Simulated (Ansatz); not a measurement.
Input and command of a plane-wave DFT calculation in Ansatz:

```yaml
crystal:
  lattice:
    - [-1.6645575158, 1.6645575158, 1.6645575158]
    - [1.6645575158, -1.6645575158, 1.6645575158]
    - [1.6645575158, 1.6645575158, -1.6645575158]
  atoms:
    - { symbol: Ge, position: [0.0, 0.0, 0.0] }
basis:
  ecutwfc: 500
kpoints:
  mp_grid: { grid: [18, 18, 18] }
hamiltonian:
  xc: r2scan
scf:
  occupations: { method: gaussian, width: 0.1 }
output:
  forces: true
  stress: true
  eigenvalues: true
relax:
  adjacent_minimum: "off"
  f_tol: 0.01
  max_steps: 60
  cell: { stress_tol: 0.1 }
```

```bash
ansatz run input.yaml --threads 1 --pin off --max-ram 2560MiB --backend cpu --events-out ev --progress --plain --runs-dir out
```

Processor: Intel(R) Xeon(R) 6975P-C (Granite Rapids), 1 thread, on a host shared with other jobs.

Problem. Estimate time, memory and problem size.

Solution. About 18 s on 1 thread of Intel(R) Xeon(R) 6975P-C (Granite Rapids) (shared host), peak memory 0.47 GiB. It solves 11 bands at 195 k points (the mesh reduced by the symmetry that the task leaves, which can be less than the crystal's) with about 459 plane waves (on the last cell), in 19 SCF iterations over 4 ionic steps.
